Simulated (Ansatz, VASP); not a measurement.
**Two plane-wave programs on Tl**

```
Tl
1.0
     3.08421    0.00000    0.00000
     0.00000    3.08421    0.00000
     0.00000    0.00000    3.08421
Tl
1
Cartesian
  0.0000 0.0000 0.0000
```

Alike in both runs: functional LDA; k mesh 10 × 10 × 10; occupations fermi-dirac, width 0.1 eV; no spin polarisation.

Ansatz relaxed the structure, and its values are those at the end. VASP's run is a single point on that final structure, the one shown.

```csv
,VASP,Ansatz
version,VASP 6.6.1,Ansatz 0.2.0
potentials or method,"VASP PAW LDA potentials, release 64 (Tl_d)","plane waves (420 eV) with PAW, scalar-relativistic"
plane-wave cutoff (eV),520,420
valence electrons in the cell,13,13
```

|  | VASP | Ansatz | Ansatz less VASP |
| --- | --- | --- | --- |
| pressure (GPa) | 0.1 | 0.0 | -0.05 |

Ansatz warned: «pseudo_functional_mismatch».

The runs have no spin-orbit coupling, so splittings on Tl are missing.
